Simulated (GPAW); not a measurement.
Write an ASE script for GPAW 26.7.0 that does the following.

```
Task                : single point
Functional          : TB-mBJ
Potentials or basis : GPAW PAW data sets for LDA (gpaw-data 1.2.1)
Cutoff              : 600 eV
Basis               : pw
k mesh              : 6 × 6 × 6
Occupations         : fermi-dirac, width 0.05 eV
Spin                : no spin polarisation
Maxiter             : 150
```

Crystal: As.

```xyz
4
Lattice="1.8250 -5.5000 0.0000 1.8250 5.5000 0.0000 0.0000 0.0000 4.4700" Properties=species:S:1:pos:R:3 pbc="T T T"
As    1.8250    1.2100    2.5032
As    1.8250   -4.2900    4.2018
As    1.8250   -1.2100    1.9668
As    1.8250    4.2900    0.2682
```

This isn't the form of As at room conditions, which is rhombohedral.

One way to write it, as run:

run.py

```python
from ase import Atoms
from ase.dft.bandgap import bandgap
from ase.io import write
from gpaw import GPAW, PW

atoms = Atoms(['As', 'As', 'As', 'As'],
              cell=[[1.825, -5.5, 0.0],
                    [1.825, 5.5, 0.0],
                    [0.0, 0.0, 4.47]],
              scaled_positions=[[0.39, 0.61, 0.56],
                                [0.89, 0.11, 0.94],
                                [0.61, 0.39, 0.44],
                                [0.11, 0.89, 0.06]],
              pbc=True)

calc = GPAW(mode=PW(600),
            xc='TB09',
            kpts={'size': (6, 6, 6), 'gamma': True},
            occupations={'name': 'fermi-dirac', 'width': 0.05},
            nbands=21,
            convergence={'density': 1e-05, 'energy': 1e-05},
            eigensolver='cg',
            maxiter=150,
            txt='gpaw.txt')
atoms.calc = calc
energy = atoms.get_potential_energy()
calc.write('gs.gpw')
write('result.traj', atoms)
print('Fermi level:', round(calc.get_fermi_level(), 4), 'eV')
print(f'Gap: {bandgap(calc)[0]:.4f} eV, direct: {bandgap(calc, direct=True)[0]:.4f} eV')
```

Potentials or basis: GPAW PAW data sets for LDA (gpaw-data 1.2.1), pw.

Command:

```sh
$ OMP_NUM_THREADS=1 python run.py
```

It gave:

The band gap on the k mesh is 0.17 eV, direct.

Caveat: a model potential gives levels but no total energy.

Wall time 3.6 min on 1 thread of Arm Neoverse V2, with other jobs on the host, peak memory 0.32 GiB.
